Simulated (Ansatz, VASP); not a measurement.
CsSnI3 in VASP and in Ansatz

INCAR

```
PREC = Accurate
ENCUT = 520
EDIFF = 1E-6
ISMEAR = -1
SIGMA = 0.05
LREAL = F
LASPH = T
NELM = 60
ALGO = Normal
ISIF = 2
LWAVE = F
LCHARG = F
GGA = PE
NBANDS = 30
```

Contents of KPOINTS:

```
Automatic mesh
0
Gamma
  4 4 4
```

File POSCAR:

```
CsSnI3
1.0
    6.2057000000     -0.0620570000      0.0000000000
   -0.0620570000      6.2057000000      0.0000000000
    0.0000000000      0.0000000000      6.2057000000
Cs I Sn
1 3 1
Direct
    0.0000000000      0.0000000000      0.0000000000
    0.5000000000      0.5000000000      0.0000000000
    0.5000000000      0.0000000000      0.5000000000
    0.0000000000      0.5000000000      0.5000000000
    0.5000000000      0.5000000000      0.5000000000
```

input.yaml

```yaml
crystal:
  lattice:
    - [6.2057, -0.062057, 0.0]
    - [-0.062057, 6.2057, 0.0]
    - [0.0, 0.0, 6.2057]
  atoms:
    - { symbol: Cs, position: [0.0, 0.0, 0.0] }
    - { symbol: I, position: [0.5, 0.5, 0.0] }
    - { symbol: I, position: [0.5, 0.0, 0.5] }
    - { symbol: I, position: [0.0, 0.5, 0.5] }
    - { symbol: Sn, position: [0.5, 0.5, 0.5] }
hamiltonian:
  xc: pbe
  pseudopotentials: { kind: paw }
kpoints:
  mp_grid: { grid: [4, 4, 4] }
scf:
  occupations: { method: fermi_dirac, width: 0.05 }
output:
  forces: true
  stress: true
  eigenvalues: true
```

Change from the starting cell: strain = -0.02.

Alike in both runs: task single point; functional PBE; k mesh 4 × 4 × 4; occupations fermi-dirac, width 0.05 eV; no spin polarisation.

```csv
,VASP,Ansatz
version,VASP 6.6.1,Ansatz 0.2.0
potentials or method,"VASP PAW PBE potentials, release 64 (Cs_sv, I, Sn_d)",Ansatz PAW
plane-wave cutoff (eV),520,420
valence electrons in the cell,44,74
```

|  | VASP | Ansatz | Ansatz less VASP |
| --- | --- | --- | --- |
| gap on the k mesh at the Fermi level (eV) | 0.28 | 0.29 | +0.006 |
| least direct gap on the mesh (eV) | 0.28 | 0.29 | +0.006 |
| pressure (GPa) | 0.8 | 0.8 | 0.00 |
| largest component of the traceless stress (GPa) | 0.09 | 0.09 | 0.000 |

The two sets of potentials don't hold the same shells in valence.

Caveats: spin-orbit coupling is left out, which moves the levels of the heavy elements. A k mesh can miss the band edges.
